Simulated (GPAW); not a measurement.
Wanted: an ASE script for a GPAW 26.7.0 run.

```yaml
Task: single point
Functional: PBE
Potentials_or_basis: GPAW PAW data sets (gpaw-data 1.2.1)
Cutoff: 800 eV
Basis: pw
k_mesh: 10 × 10 × 8
Occupations: gaussian, width 0.015 eV
Spin: no spin polarisation
Maxiter: 150
```

ZrB2:

```
CELL_PARAMETERS angstrom
3.17000 0.00000 0.00000
-1.58500 2.74530 0.00000
0.00000 0.00000 3.53300
ATOMIC_POSITIONS crystal
Zr 0.00000 0.00000 0.00000
B 0.66667 0.33333 0.50000
B 0.33333 0.66667 0.50000
```

These files were run (other wordings do the same):

run.py

```python
from ase import Atoms
from ase.dft.bandgap import bandgap
from ase.io import write
from ase.units import Bohr, GPa
from gpaw import GPAW, PW
from gpaw.elf import elf_from_dft_calculation

atoms = Atoms(['Zr', 'B', 'B'],
              cell=[[3.17, 0.0, 0.0],
                    [-1.585, 2.74530053, 0.0],
                    [0.0, 0.0, 3.533]],
              scaled_positions=[[0.0, 0.0, 0.0],
                                [0.6666666667, 0.3333333333, 0.5],
                                [0.3333333333, 0.6666666667, 0.5]],
              pbc=True)

calc = GPAW(mode=PW(800),
            xc='PBE',
            kpts={'size': (10, 10, 8), 'gamma': True},
            occupations={'name': 'methfessel-paxton', 'order': 0, 'width': 0.015},
            nbands=20,
            convergence={'density': 1e-05, 'energy': 1e-05},
            maxiter=150,
            txt='gpaw.txt')
atoms.calc = calc
energy = atoms.get_potential_energy()
forces = atoms.get_forces()
stress = atoms.get_stress()
calc.write('gs.gpw')
write('result.traj', atoms)
print(f'Energy: {energy:.6f} eV')
print('Forces (eV/A):')
print(forces.round(4))
print('Stress (GPa):', (stress / GPa).round(3))
print('Fermi level:', round(calc.get_fermi_level(), 4), 'eV')
print(f'Gap: {bandgap(calc)[0]:.4f} eV, direct: {bandgap(calc, direct=True)[0]:.4f} eV')

# fields on the real-space grid
write('density.cube', atoms, data=calc.get_pseudo_density() * Bohr**3)
write('potential.cube', atoms, data=calc.get_electrostatic_potential())
write('elf.cube', atoms, data=elf_from_dft_calculation(calc).data)
```

Potentials or basis: GPAW PAW data sets (gpaw-data 1.2.1), pw.

Launch:

```console
$ OMP_NUM_THREADS=1 python run.py
```

It gave:

```json
{"Pressure": "-0.1 GPa", "Band gap on the k mesh": "none (metal or under the smearing width)"}
```

Run time: 41 s on 1 thread of Arm Neoverse V1, with other jobs on the host, peak memory 0.19 GiB.
